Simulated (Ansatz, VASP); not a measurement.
**Ag in VASP and in Ansatz**

```
Ag
1.0
     0.00000    2.00139    2.00139
     2.00139    0.00000    2.00139
     2.00139    2.00139    0.00000
Ag
1
Cartesian
  0.0000 0.0000 0.0000
```

Change from the starting cell: volume scaled by 0.94, crystal datasets.

Alike in both runs: task electric field gradients; functional PBE; k mesh 15 × 15 × 15; occupations fermi-dirac, width 0.05 eV; no spin polarisation.

|  | VASP | Ansatz |
| --- | --- | --- |
| version | VASP 6.6.1 | Ansatz 0.2.0 |
| potentials or method | VASP PAW PBE potentials, release 64 (Ag), cutoff 520 eV | all-electron PAW with datasets made for the crystal, scalar-relativistic |

VASP gave:

```
pressure (GPa)                                                 : 12.9
Vzz of the field gradient on the site that differs most (V/Å²) : 0.0
```

What did Ansatz give for the same quantities?

Pressure (GPa): 13.1; Vzz of the field gradient on the site that differs most (V/Å²): 0.0.

Ansatz ran all-electron here, so the differences hold the error of VASP's frozen core and of both bases. Ansatz warned: «gradients_without_spin_orbit».
